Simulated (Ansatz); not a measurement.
All numbers below come from Ansatz, DFT PBE, scalar-relativistic, plane waves, PAW. All cells share a 420 eV cutoff and Γ-centred k meshes spaced at most about 0.3 Å⁻¹ (about 0.25 or finer for metals, 2π included). No spin polarisation.

Temperature and zero-point effects are left out.

Task: Which of these relaxed structures of Mg7Se is the lowest in energy?
A. Space group P4mm (No. 99), tetragonal, a = 6.380 Å, c = 4.630 Å. Around Mg on a site of symmetry m lie 1 Se at 2.74 Å and 10 Mg at 3.04–3.34 Å; around Mg on a site of symmetry 2mm lie 10 Mg at 3.19–3.24 Å and 2 Se at 3.32 Å; around Mg on a site of symmetry 4mm lie 12 Mg at 3.13–3.19 Å; Se has 4 Mg at 2.74 Å and 4 Mg at 3.32 Å.
B. Space group P-6m2 (No. 187), hexagonal, a = 6.246 Å, c = 5.301 Å. Around Mg on a site of symmetry mm2 lie 10 Mg at 3.10–3.21 Å and 2 Se at 3.12 Å; Mg on a second site of symmetry mm2 has 10 Mg at 3.12–3.21 Å and 2 Se at 3.21 Å; Mg on a site of symmetry -6m2 is surrounded by 12 Mg at 3.12–3.20 Å; around Se lie 12 Mg at 3.12–3.21 Å.
C. Space group Im-3m (No. 229), cubic, a = 7.123 Å. Mg on a site of symmetry 4/mmm has 8 Mg at 3.08 Å, 2 Se at 3.56 Å and 4 Mg at 3.56 Å; around Mg on a site of symmetry -3m lie 2 Se at 3.08 Å, 6 Mg at 3.08 Å and 6 Mg at 3.56 Å; Se has 8 Mg at 3.08 Å and 6 Mg at 3.56 Å.

Result: A. The next of these, B, lies 12 meV/atom higher. Counting Mg atoms around Se (those within 1.25 times the shortest such distance or 1.15 times the sum of covalent radii; a plus sign parts nearer from farther groups; the shortest distance is added where it is long for a bond): A has Se 4+4; B has Se 12 from 3.1 Å; C has Se 8+6 from 3.1 Å. All come from invented guesses. The lowest form computed isn't among them: it has space group Fm-3m (No. 225), 22.3 Å³/atom and lies 27 meV/atom below the best shown.

For metals, differences of a few meV/atom aren't resolved. Cells relaxed within their symmetry can be saddle points. Some structure types and database cells were kept out of the candidates from the start, so a known form may be missing.
